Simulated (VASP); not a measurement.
A run of VASP 6.6.1 is set up as follows.

INCAR

```
SYSTEM = Ge
PREC = Accurate ; ENCUT = 600
EDIFF = 1E-6 ; ISMEAR = 0
SIGMA = 0.03 ; LREAL = .False.
LASPH = .True. ; NELM = 80
ALGO = Normal ; ISIF = 3
LWAVE = .False. ; LCHARG = .False.
GGA = MK ; LUSE_VDW = .True.
AGGAC = 0.0 ; PARAM1 = 0.1234
PARAM2 = 0.711357 ; ZAB_VDW = -1.8867
IBRION = 2 ; NSW = 90
EDIFFG = -0.01
```

KPOINTS

```
Automatic mesh
0
Gamma
  10 10 10
  0 0 0
```

POSCAR

```
Ge
1.0
    0.0000000000      2.8289100000      2.8289100000
    2.8289100000      0.0000000000      2.8289100000
    2.8289100000      2.8289100000      0.0000000000
Ge
2
Direct
    0.0000000000      0.0000000000      0.0000000000
    0.2500000000      0.2500000000      0.2500000000
```

Potentials or basis: VASP PAW PBE potentials, release 64 (Ge_d).

The run is started by

```sh
$ cat potpaw_PBE.64/Ge_d/POTCAR > POTCAR
$ mpirun -np 1 vasp_std > vasp.out
```

Q: Estimate the band gap on the k mesh.

A: None (metal or under the smearing width).

Q: Predict the space group after relaxing (to 0.05 Å).

A: Fd-3m (No. 227).

Final structure:
```
Ge
1.0
     0.00000    2.86136    2.86136
     2.86136    0.00000    2.86136
     2.86136    2.86136    0.00000
Ge
2
Direct
  0.00000 0.00000 0.00000
  0.25000 0.25000 0.25000
```

Caveat: this crystal is a semiconductor, whose small gap the functional closes, so the metal is an error of the method. Zero-point motion and thermal expansion aren't in these numbers.
